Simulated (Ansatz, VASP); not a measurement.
**W in VASP and in Ansatz**

```
W
1.0
     3.18342    0.00000    0.00000
     0.00000    3.18342    0.00000
     0.00000    0.00000   19.18340
W
3
Direct
  0.00000 0.00000 0.42326
  0.50000 0.50000 0.50000
  0.00000 0.00000 0.57674
```

Alike in both runs: functional PBE; k mesh 11 × 11 × 1; occupations fermi-dirac, width 0.08 eV; no spin polarisation.

Ansatz relaxed the structure, and its values are those at the end. VASP's run is a single point on that final structure, the one shown.

```csv
,VASP,Ansatz
version,VASP 6.6.1,Ansatz 0.2.0
potentials or method,"VASP PAW PBE potentials, release 64 (W_sv), cutoff 520 eV","all-electron LAPW, scalar-relativistic"
```

|  | VASP | Ansatz | Ansatz less VASP |
| --- | --- | --- | --- |
| rms of the force components (eV/Å) | 0.019 | 0.002 | -0.0164 |

Ansatz ran all-electron here, so the differences hold the error of VASP's frozen core and of both bases.

The runs have no spin-orbit coupling, so splittings on W are missing.
